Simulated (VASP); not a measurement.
**A VASP 6.6.1 single-point calculation on KBr**

INCAR

```
IBRION = -1
PREC = Accurate
ISIF = 2
ENCUT = 520
IMIX = 1
EDIFF = 1E-7
NSW = 0
NBANDS = 15
AMIX = 1.5
LCHARG = .FALSE.
LWAVE = .FALSE.
ISMEAR = -1
LREAL = .FALSE.
LASPH = .TRUE.
BMIX = 0.0001
GGA = PE
NELM = 91
SIGMA = 0.02
```

KPOINTS

```
KPOINTS created by Atomic Simulation Environment
0
Gamma
6 6 6
0 0 0
```

POSCAR

```
K  Br
 1.0000000000000000
     0.0553244894000000    3.6882992942000001    3.6882992942000001
     3.6882992942000001    0.0553244894000000    3.6882992942000001
     3.7436237835999999    3.7436237835999999    0.0000000000000000
 K   Br
   1   1
Cartesian
 -0.0000000000000000 -0.0000000000000000  0.0252036452624186
  1.8718118918000000  1.8718118917999997  1.8189460018375809
```

The recommended PBE PAW datasets give the neutral cell 16 valence electrons.

Command

```
mpirun -np 1 vasp_std
```

OSZICAR

```
N       E                     dE             d eps       ncg     rms          rms(c)
DAV:   1     0.985089696915E+02    0.98509E+02   -0.63795E+03  1380   0.886E+02
DAV:   2     0.144566485815E+01   -0.97063E+02   -0.89365E+02  1773   0.213E+02
DAV:   3    -0.600960808832E+01   -0.74553E+01   -0.74161E+01  1905   0.525E+01
DAV:   4    -0.635505185642E+01   -0.34544E+00   -0.34533E+00  2346   0.976E+00
DAV:   5    -0.635653410201E+01   -0.14822E-02   -0.14822E-02  1856   0.747E-01    0.317E+00
DAV:   6    -0.770267524832E+01   -0.13461E+01   -0.11797E+01  1786   0.137E+01    0.604E+00
DAV:   7    -0.146537857550E+02   -0.69511E+01   -0.56662E+01  1912   0.323E+01    0.158E+01
DAV:   8    -0.389978181188E+02   -0.24344E+02   -0.22814E+02  1816   0.674E+01    0.394E+01
DAV:   9    -0.280413653209E+03   -0.24142E+03   -0.21202E+03  2529   0.159E+02    0.113E+02
DAV:  10    -0.208981691099E+04   -0.18094E+04   -0.23107E+04  2296   0.701E+02    0.203E+03
...
DAV:  41    -0.630238173216E+04   -0.25094E+03   -0.51003E+04  2392   0.113E+03    0.103E+04
DAV:  42    -0.607102321246E+04    0.23136E+03   -0.49107E+04  2760   0.316E+02    0.103E+04
DAV:  43    -0.629875748028E+04   -0.22773E+03   -0.50907E+04  2392   0.113E+03    0.103E+04
DAV:  44    -0.607010266585E+04    0.22865E+03   -0.49063E+04  2760   0.318E+02    0.103E+04
DAV:  45    -0.631047372073E+04   -0.24037E+03   -0.51030E+04  2392   0.112E+03    0.103E+04
DAV:  46    -0.606745845630E+04    0.24302E+03   -0.48997E+04  2760   0.317E+02    0.103E+04
DAV:  47    -0.628681778330E+04   -0.21936E+03   -0.50881E+04  2392   0.113E+03    0.103E+04
DAV:  48    -0.604851035980E+04    0.23831E+03   -0.48980E+04  2760   0.317E+02    0.103E+04
DAV:  49    -0.630167865558E+04   -0.25317E+03   -0.51106E+04  2392   0.113E+03    0.103E+04
   1 F= -.63016787E+04 E0= -.63016784E+04  d E =-.467466E-03
```

Standard output (part)

```
POSCAR found type information on POSCAR K Br
 POSCAR found :  2 types and       2 ions
 LDA part: xc-table for (Slater+PW92), standard interpolation
 POSCAR, INCAR and KPOINTS ok, starting setup
 WAVECAR not read
 entering main loop
 hard stop encountered!  aborting job ...
|     The electronic self-consistency was not achieved in the given           |
|     number of steps (NELM). The forces and other quantities evaluated       |
|     might not be reliable so examine the results carefully. If you find     |
|     spurious results, we suggest increasing NELM, if you were close to      |
|     convergence or switching to a different ALGO or adjusting the           |
|     density mixing parameters otherwise.                                    |
 soft stop encountered!  aborting job ...
 deleting file STOPCAR
```

It was cut off at its time limit.

Problem. Why shouldn't this run be trusted?

Solution. Mixing far too strong. It was cut off at its time limit.
